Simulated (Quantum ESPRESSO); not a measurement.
## PbSe (Clausthalite) in Quantum ESPRESSO: the effect of functional

The system is PbSe (Clausthalite).

```xyz
2
Lattice="0.0000 3.0606 3.0606 3.0606 0.0000 3.0606 3.0606 3.0606 0.0000" Properties=species:S:1:pos:R:3 pbc="T T T"
Pb    0.0000    0.0000    0.0000
Se    3.0606    3.0606    3.0606
```

Alike in all runs:

| Quantity | Value |
| --- | --- |
| Program | Quantum ESPRESSO 7.5 |
| Task | phonons |
| Cutoff | 612 eV |
| Density cutoff | 4898 eV |
| k mesh | 6 × 6 × 6, shifted |
| Occupations | fermi-dirac, width 0.05 eV |
| Spin | no spin polarisation |

Each run relaxes the cell or the atoms first.

```csv
functional,potentials or basis,relaxed volume (Å³/atom),dielectric constant (mean),highest phonon frequency (cm⁻¹)
LDA,GBRV 1.5 LDA,27.49,24.94,56
PBE,GBRV 1.5 PBE,29.96,19.55,31
revPBE,GBRV 1.5 PBE,?,?,?
PW91,GBRV 1.5 PBE,29.85,19.73,24
AM05,GBRV 1.5 PBE,28.66,21.57,40
vdW-DF-cx,GBRV 1.5 PBE,28.58,21.64,60
```

Q: What does the run with functional revPBE give?

A: Relaxed volume 30.77 Å³/atom; dielectric constant 18.18 mean; highest phonon frequency 9 cm⁻¹.

Caveats: the potentials were made for another functional, which shifts forces and pressure (some runs).
